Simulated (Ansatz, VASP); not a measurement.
SiC: VASP beside Ansatz

POSCAR

```
SiC
1.0
    0.0000000000      2.1740000000      2.1740000000
    2.1740000000      0.0000000000      2.1740000000
    2.1740000000      2.1740000000      0.0000000000
Si C
1 1
Direct
    0.0000000000      0.0000000000      0.0000000000
    0.7586246550      0.7586246550      0.7413753450
```

The input INCAR.step1:

```
SYSTEM = SiC
  PREC = Accurate
  ENCUT = 520
  ISMEAR = 0
  SIGMA = 0.05
  LREAL = .False.
  LASPH = .True.
  NELM = 60
  NBANDS = 11
  GGA = PE
  ALGO = Normal
  EDIFF = 1E-4
  LWAVE = .True.
  LCHARG = .False.
```

File INCAR.step2:

```
SYSTEM = SiC
  PREC = Accurate
  ENCUT = 520
  EDIFF = 1E-6
  ISMEAR = 0
  SIGMA = 0.05
  LREAL = .False.
  LASPH = .True.
  NELM = 60
  ALGO = Normal
  ISIF = 2
  LWAVE = .False.
  LCHARG = .False.
  METAGGA = R2SCAN
  LMIXTAU = .True.
  NBANDS = 11
  ISTART = 1
```

The input KPOINTS:

```
Automatic mesh
0
Gamma
  12 12 12
  0 0 0
```

Input for Ansatz:

```yaml
crystal:
  lattice:
    - [0.0, 2.174, 2.174]
    - [2.174, 0.0, 2.174]
    - [2.174, 2.174, 0.0]
  atoms:
    - { symbol: Si, position: [0.0, 0.0, 0.0] }
    - { symbol: C, position: [0.758624655, 0.758624655, 0.741375345] }
basis:
  ecutwfc: 500
kpoints:
  mp_grid: { grid: [12, 12, 12] }
hamiltonian:
  xc: r2scan
scf:
  occupations: { method: gaussian, width: 0.05 }
output:
  forces: true
  stress: true
  eigenvalues: true
```

Change from the starting cell: all C atoms moved +0.037 Å, as atom 2 along Cartesian [0 0 1].

Alike in both runs: task single point; functional r2SCAN; k mesh 12 × 12 × 12; occupations gaussian, width 0.05 eV; no spin polarisation.

|  | VASP | Ansatz |
| --- | --- | --- |
| version | VASP 6.6.1 | Ansatz 0.2.0 |
| potentials or method | VASP PAW PBE potentials, release 64 (Si, C) | scalar-relativistic, plane waves, PAW |
| plane-wave cutoff (eV) | 520 | 500 |
| valence electrons in the cell | 8 | 8 |

Ansatz gave:

* gap on the k mesh at the Fermi level (eV): 1.52
* least direct gap on the mesh (eV): 4.96
* pressure (GPa): 1.5
* largest component of the traceless stress (GPa): 2.33
* rms of the force components (eV/Å): 0.432

Q: What did VASP give for the same quantities?

A: gap on the k mesh at the Fermi level (eV): 1.53; least direct gap on the mesh (eV): 4.97; pressure (GPa): 1.3; largest component of the traceless stress (GPa): 2.31; rms of the force components (eV/Å): 0.431.

Atom by atom the forces differ by 0.001 eV/Å (rms over components).

Caveats: the PAW data sets were made with another functional, which shifts forces and pressure a little (VASP). A k mesh can miss the band edges.
